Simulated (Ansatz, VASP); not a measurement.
**B10P11 in VASP and in Ansatz**

File INCAR:

```
SYSTEM = B10P11
  PREC = Accurate
  ENCUT = 520
  EDIFF = 1E-6
  ISMEAR = -1
  SIGMA = 0.2482
  LREAL = Auto
  LASPH = .True.
  NELM = 100
  ALGO = Fast
  ISIF = 2
  LWAVE = .False.
  LCHARG = .False.
  GGA = PE
  NBANDS = 58
```

KPOINTS

```
regular mesh
0
Gamma
  4 4 4
  0 0 0
```

Contents of POSCAR:

```
B10P11
1.0
    6.7375240000     -0.0512470000     -0.0676870000
   -0.0512470000      6.6043020000     -0.1135400000
   -0.0676870000     -0.1135400000      6.5427870000
B P
10 11
Direct
    0.3972794299      0.1182905169      0.3466096371
    0.4902040335      0.0471567273      0.6245383457
    0.6051327356      0.6450725057      0.1320212478
    0.5533450026      0.9405702035      0.8300408131
    0.3487607987      0.3936182354      0.2957465082
    0.3595038678      0.6356970012      0.2527321556
    0.5045950282      0.8527796040      0.2881789470
    0.9894449234      0.8575020276      0.5155041004
    0.3988079828      0.0871015769      0.8851293075
    0.2881844324      0.8249047708      0.4643596386
    0.7966753830      0.0195029715      0.6496965074
    0.1128097289      0.4792123489      0.1546819073
    0.7244860132      0.7809125729      0.9313904910
    0.6009682092      0.3357014215      0.0291884799
    0.9098913453      0.0805017109      0.0066170750
    0.3931405731      0.3700484281      0.7971795341
    0.6593264974      0.4154486033      0.5506641585
    0.1596380185      0.9328071150      0.8443863556
    0.7581814555      0.6884776706      0.3835062274
    0.0601654953      0.3770054230      0.5061516433
    0.0772953380      0.0635671297      0.3202948797
```

Input for Ansatz:

```yaml
crystal:
  lattice:
    - [6.737524, -0.051247, -0.067687]
    - [-0.051247, 6.604302, -0.11354]
    - [-0.067687, -0.11354, 6.542787]
  atoms:
    - { symbol: B, position: [0.3972794299, 0.1182905169, 0.3466096371] }
    - { symbol: B, position: [0.4902040335, 0.0471567273, 0.6245383457] }
    - { symbol: B, position: [0.6051327356, 0.6450725057, 0.1320212478] }
    - { symbol: B, position: [0.5533450026, 0.9405702035, 0.8300408131] }
    - { symbol: B, position: [0.3487607987, 0.3936182354, 0.2957465082] }
    - { symbol: B, position: [0.3595038678, 0.6356970012, 0.2527321556] }
    - { symbol: B, position: [0.5045950282, 0.852779604, 0.288178947] }
    - { symbol: B, position: [0.9894449234, 0.8575020276, 0.5155041004] }
    - { symbol: B, position: [0.3988079828, 0.0871015769, 0.8851293075] }
    - { symbol: B, position: [0.2881844324, 0.8249047708, 0.4643596386] }
    - { symbol: P, position: [0.796675383, 0.0195029715, 0.6496965074] }
    - { symbol: P, position: [0.1128097289, 0.4792123489, 0.1546819073] }
    - { symbol: P, position: [0.7244860132, 0.7809125729, 0.931390491] }
    - { symbol: P, position: [0.6009682092, 0.3357014215, 0.0291884799] }
    - { symbol: P, position: [0.9098913453, 0.0805017109, 0.006617075] }
    - { symbol: P, position: [0.3931405731, 0.3700484281, 0.7971795341] }
    - { symbol: P, position: [0.6593264974, 0.4154486033, 0.5506641585] }
    - { symbol: P, position: [0.1596380185, 0.932807115, 0.8443863556] }
    - { symbol: P, position: [0.7581814555, 0.6884776706, 0.3835062274] }
    - { symbol: P, position: [0.0601654953, 0.377005423, 0.5061516433] }
    - { symbol: P, position: [0.077295338, 0.0635671297, 0.3202948797] }
basis:
  ecutwfc: 420
kpoints:
  mp_grid: { grid: [4, 4, 4] }
hamiltonian:
  xc: pbe
scf:
  occupations: { method: fermi_dirac, width: 0.2482 }
output:
  forces: true
  stress: true
  eigenvalues: true
  populations: true
```

Alike in both runs: task single point; functional PBE; k mesh 4 × 4 × 4; occupations fermi-dirac, width 0.2482 eV; no spin polarisation.

|  | VASP | Ansatz |
| --- | --- | --- |
| version | VASP 6.6.1 | Ansatz 0.2.0 |
| potentials or method | VASP PAW PBE potentials, release 64 (B, P) | scalar-relativistic, plane waves, PAW |
| plane-wave cutoff (eV) | 520 | 420 |
| valence electrons in the cell | 85 | 85 |

VASP gave:

| Item | Value |
| --- | --- |
| gap on the k mesh at the Fermi level (eV) | none |
| rms of the force components (eV/Å) | 1.238 |

Problem. Estimate Ansatz's values.

Solution. gap on the k mesh at the Fermi level (eV): none; rms of the force components (eV/Å): 1.236.

Atom by atom the forces differ by 0.023 eV/Å (rms over components). A gap of «none» marks a metal or a gap that the smearing closes. With one functional, cell and mesh, what is left measures potentials, basis and numerics.
